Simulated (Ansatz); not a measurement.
The cell comes from COD entry 9008559, which wasn't checked; take it as a given geometry.

Below is the log of a run of Ansatz 0.2.0.

```
Zr: output.efg is read without spin–orbit coupling, which moves field gradients at and beside such atoms by some per cent and up to a factor of two; PAW files take it under magnetization.noncollinear and magnetization.spin_orbit
Engine: ansatz 0.2.0
Pseudopotentials: kind: paw
Pseudopotential: Zr, paw, valence charge 12, recommended cutoff 420 eV (normal)
Functional definition: PBE
  parameter kappa = 0.804
  parameter beta = 0.06672455060314922
  exchange = pbe_x(kappa = kappa, mu = beta*pi^2/3)
  correlation = pbe_c(beta = beta)
Crystal: 1 atoms, lattice volume = 23.719 Å³
Basis set: ecut = 420 eV, 459 PW (Γ), exchange–correlation on 48×48×48 points (8 copies of the dense FFT grid, shifted against one another)
Bands: 10, of which v1, the nominal top of the filled ones, is band 6 counted from 1 (5 counted from 0)
Symmetry: 48 space group operations
Space group: Im-3m (ITA 229), of the structure as read, at distance tolerance 2.9e-5 Å
k-points: 104 of 2744
Non-local potential: Zr, projectors of the file, l = 0: 3, l = 1: 2, l = 2: 2, l = 3: 2
PAW form: soft (Blöchl's): semilocal exchange-correlation on the pseudo side does not see the compensation charge
PAW one-centre angular grid: Zr, 590 points (default); XC on 64 Gauss nodes
Initial density: superposition of atomic densities (neutral atoms: chi_scale 0, normalization atom), corrected by the library's trained network
Initial wavefunctions: pseudopotential atomic-orbital guess
Functional: x = pbe(κ = 0.804, μ = 0.2195149727645171), c = pbe(β = 0.06672455060314922)
SCF iter   1: F=—  HF=-4183.763646 eV  |F-HF|=—  |Δ(HF+E_count)|=         —  Δρ=2.34e-3  dr2=1.09e-3  ethr=1.77e-3  ⟨swp⟩=5.1  Hψ=5880  notcnv=0
preconditioner: auto → none  [metal: Δε(μ)=0.006 eV  Ē_g=4.813 eV  σ=0.080 eV  W_gap=0.02  n_scr=0 (ndim 8)  ℏωp=15.2 eV  f_vac=0.000  D(μ)=1.89/eV (n_scr^D=18)]
SCF iter   2: F=—  HF=-4183.762939 eV  |F-HF|=—  |Δ(HF+E_count)|=   7.07e-4  Δρ=8.60e-4  dr2=8.92e-5  ethr=9.05e-6  ⟨swp⟩=1.8  Hψ=1996  notcnv=0
SCF iter   3: F=—  HF=-4183.762963 eV  |F-HF|=—  |Δ(HF+E_count)|=   2.40e-5  Δρ=2.53e-4  dr2=7.62e-6  ethr=7.43e-7  ⟨swp⟩=1.0  Hψ=1040  notcnv=0
iter 4 did not close the SCF: its close was put off for the readings that it lacked (scf_convergence_deferred on its scf_iter line)
SCF iter   4: F=-4183.762967 eV  HF=-4183.762967 eV  |F-HF|=3.88e-8  |Δ(HF+E_count)|=   3.53e-6  Δρ=1.92e-5  dr2=3.08e-8  ethr=6.35e-8  ⟨swp⟩=2.0  Hψ=1209  notcnv=0
iter 5 did not close the SCF: its close was put off for the readings that it lacked (scf_convergence_deferred on its scf_iter line)
SCF iter   5: F=-4183.762967 eV  HF=-4183.762967 eV  |F-HF|=9.73e-11  |Δ(HF+E_count)|=   4.52e-8  Δρ=3.16e-6  dr2=1.08e-9  ethr=2.57e-10  ⟨swp⟩=2.1  Hψ=1690  notcnv=0
SCF iter   6: F=-4183.762967 eV  HF=-4183.762967 eV  |F-HF|=1.82e-12  |Δ(HF+E_count)|=  6.46e-11  Δρ=1.32e-7  dr2=2.09e-12  ethr=9.03e-12  ⟨swp⟩=1.7  Hψ=2812  notcnv=0
SCF 1 converged in 6 iterations: F = -4183.762967 eV  dr2 = 2.09e-12
  greatest PAW one-centre occupation: 0.996 electrons in one spin orbital (limit 2), on the Zr atom at site 0 (counted from 0), in its partial waves of l = 0
NSCF: frozen V_eff on 57 k-points
SCF converged after 6 iterations
Free energy (F): -4183.762967 eV
Harris-Foulkes:  -4183.762967 eV  (|F-HF|=1.82e-12)
Internal energy: -4183.721971 eV  (E = F + TS)
E sigma→0 (E₀):  -4183.742469 eV
Entropy (-TS):   -0.040996 eV (-40.996 meV/atom)
Fermi energy:    13.424255 eV
--- Per-component energies (eV) ---
  E_band       = -100.073581
  E_kinetic    = 332.235266
  E_local      = -636.043883  (includes V_loc(G=0)·N_el)
  E_nonlocal   = 80.799423
  E_hartree    = 196.927230
  E_xc         = -161.171549
  E_vxc        = -190.292218  (∫ρ·V_xc dr)
  E_paw        = -2954.185513  (= ΣΔE_a)
  E_vpaw       = -80.626618  (= ΣTr[D̂ρ^β])
  E_aug_tail   = 0.000025  (compensation charges beyond the density's cutoff)
  E_ewald      = -1042.282969
  E_smearing   = -0.040996  (= −TS)
  E_closure    = 0.000000  (closes the sum)
  Σ components = -4183.762967   (vs F -4183.762967, Δ=0.00e0)
--- Forces (eV/Å), atoms counted from 1 ---
  atom   1  Zr    -0.00000000     0.00000000     0.00000000
  max |Σ_I F_I| component: 3.70e-32 eV/Å
--- Stress (GPa, compression-positive) ---
       -3.044338      -0.000000       0.000000
       -0.000000      -3.044338       0.000000
        0.000000      -0.000000      -3.044338
  P = ⅓ Tr σ = -3.0443 GPa (-30.443 kbar)
--- PAW observables at the nuclei: V_zz in 10²¹ V/m², potentials from the cell's mean, atoms counted from 1 ---
  atom   1  Zr V_zz =    -0.000000   η = 0.0000   by run symmetry: forbidden
            electrostatic potential = -5927.859312 V   contact ρ = 490534.154521 e/Å³
--- Band table (eV; the first three rows and the last of 104) ---
  k-point 0: bands = ["-35.0953", "-12.6396", "-12.6396", "-12.6396", "8.0943", "14.5362", "14.5362", "14.5362", "16.9563", "16.9563"]
  k-point 1: bands = ["-35.0884", "-12.6877", "-12.6543", "-12.6399", "8.2643", "14.4236", "14.4982", "14.7000", "16.7853", "16.9554"]
  k-point 2: bands = ["-35.0692", "-12.8206", "-12.6954", "-12.6408", "8.7451", "14.1289", "14.3264", "15.1825", "16.5066", "16.9682"]
  k-point 103: bands = ["-34.8550", "-13.2667", "-13.2667", "-13.2667", "10.9689", "10.9689", "18.9354", "18.9354", "18.9354", "20.6841"]
--- Löwdin populations: 1 site ---
  site symbol       q [e]
     0     Zr     11.9359
  spilling = 0.005345 (of n_electrons = 12.000000)
--- Bader charges: 1 site ---
  site symbol  charge [e]  shift [e]
     0     Zr      0.0000     0.0000
  estimated error of the sums over rays = 3.3e-7 e
```

The cell and starting positions:

```
CELL_PARAMETERS angstrom
-1.81000 1.81000 1.81000
1.81000 -1.81000 1.81000
1.81000 1.81000 -1.81000
ATOMIC_POSITIONS crystal
Zr 0.00000 0.00000 0.00000
```

Parts of the input that the log doesn't repeat:

```yaml
  band_path:
    path:
      - [0.0, 0.0, 0.0]
      - [0.5, -0.5, 0.5]
      - [0.0, 0.0, 0.5]
      - [0.0, 0.0, 0.0]
      - [0.25, 0.25, 0.25]
      - [0.5, -0.5, 0.5]
      - [0.25, 0.25, 0.25]
      - [0.0, 0.0, 0.5]
    npoints: 8
output:
  forces: true
  stress: true
  eigenvalues: true
  efg: { contact_densities: true }
  populations: true
  bader: true
  dos: { projected: true, de: 0.2, e_range: [-14, 8] }
```

Question: Write the input that produced this log.

Answer: 
```yaml
crystal:
  lattice:
    - [-1.81, 1.81, 1.81]
    - [1.81, -1.81, 1.81]
    - [1.81, 1.81, -1.81]
  atoms:
    - { symbol: Zr, position: [0.0, 0.0, 0.0] }
kpoints:
  mp_grid: { grid: [14, 14, 14] }
  band_path:
    path:
      - [0.0, 0.0, 0.0]
      - [0.5, -0.5, 0.5]
      - [0.0, 0.0, 0.5]
      - [0.0, 0.0, 0.0]
      - [0.25, 0.25, 0.25]
      - [0.5, -0.5, 0.5]
      - [0.25, 0.25, 0.25]
      - [0.0, 0.0, 0.5]
    npoints: 8
scf:
  occupations: { method: fermi_dirac, width: 0.08 }
hamiltonian:
  xc: pbe
  pseudopotentials: { kind: paw }
output:
  forces: true
  stress: true
  eigenvalues: true
  efg: { contact_densities: true }
  populations: true
  bader: true
  dos: { projected: true, de: 0.2, e_range: [-14, 8] }
```
This is the input that was run; digits and keys that the log doesn't show could differ in an equivalent one.
